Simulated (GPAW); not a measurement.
Consider LiF (Griceite, Fm-3m).

```
F Li
1.0
     0.00000    2.01400    2.01400
     2.01400    0.00000    2.01400
     2.01400    2.01400    0.00000
F Li
1 1
Direct
  0.50000 0.50000 0.50000
  0.00000 0.00000 0.00000
```

Absorber: atom 1, with 6 Li at 2.01 Å (octahedral, site symmetry m-3m). Method: GPAW, PBE, full core hole (charged cell), 16-atom cell with 5.7 Å between holes, 5×5×5 k points, dipole transitions, Gaussian full width 0.9 eV up to 4 eV, rising linearly to 3.5 eV at 25 eV.

**Question.** Where do the maxima of the F K edge fall?

Main maxima up to 24 eV above the zero (height): 4.3 eV (2.77), 5.6 eV (3.09) and 11.1 eV (1.35). A K edge sees empty p states on the absorber. The total-energy difference plus the lowest empty eigenvalue puts the zero at 697.33 eV. One term is added: -9.97 eV, since the hole is spin-paired here and a spin-polarised one costs that much less in the free atom (computed apart). The photon energy is then 687.36 eV. The functional and the charged cell's background leave an error of a few eV in such absolute values.

The F K spectrum (energy from the lowest empty level; intensity scaled to a mean of 1 over the first 20 eV):

| E (eV) | intensity |
| --- | --- |
| -2.0 | 0.00 |
| -1.4 | 0.00 |
| -0.8 | 0.00 |
| -0.2 | 0.01 |
| 0.4 | 0.08 |
| 1.0 | 0.18 |
| 1.6 | 0.25 |
| 2.2 | 1.08 |
| 2.8 | 2.48 |
| 3.4 | 2.67 |
| 4.0 | 2.71 |
| 4.6 | 2.68 |
| 5.2 | 2.87 |
| 5.8 | 2.99 |
| 6.4 | 2.33 |
| 7.0 | 1.83 |
| 7.6 | 1.26 |
| 8.2 | 0.98 |
| 8.8 | 0.78 |
| 9.4 | 0.67 |
| 10.0 | 0.83 |
| 10.6 | 1.20 |
| 11.2 | 1.34 |
| 11.8 | 1.01 |
| 12.4 | 0.57 |
| 13.0 | 0.32 |
| 13.6 | 0.23 |
| 14.2 | 0.20 |
| 14.8 | 0.19 |
| 15.4 | 0.18 |
| 16.0 | 0.17 |
| 16.6 | 0.16 |
| 17.2 | 0.15 |
| 17.8 | 0.16 |
| 18.4 | 0.17 |
| 19.0 | 0.20 |
| 19.6 | 0.26 |
| 20.2 | 0.34 |
| 20.8 | 0.45 |
| 21.4 | 0.57 |
| 22.0 | 0.68 |
| 22.6 | 0.77 |
| 23.2 | 0.87 |
| 23.8 | 0.99 |
| 24.4 | 1.17 |
| 25.0 | 1.42 |
| 25.6 | 1.71 |
| 26.2 | 1.99 |
| 26.8 | 2.18 |
| 27.4 | 2.24 |
| 28.0 | 2.14 |
| 28.6 | 1.90 |
| 29.2 | 1.58 |
| 29.8 | 1.22 |

The holes are only 5.7 Å apart, so the shape is probably not converged with cell size; no larger cell was run here. The mesh is coarse (0.27 Å⁻¹ between points), so small maxima may be mesh ripples. The structure is a published determination, not relaxed.

[Banner, clock and machine lines of the logs are left out without a mark of their own.]

[Logs are printed without paths, hosts, clocks, repeated set-up lines and the standing remarks that a program may print on its own settings, such as how far it seeks lower states.]

[Hosts, paths, dates, database ids (printed as entryN), source tags and the programs' standing remarks are cut or masked in the printed files.]

[Lists of maxima count a maximum above −3 eV only where it reaches 4 % of the highest in the window and stands out from its surroundings by 2 % of it (1.5 % where it reaches 55 %); shoulders and weaker maxima are passed over, and of the rest the first, up to two pre-edge ones and the few strongest are named.]
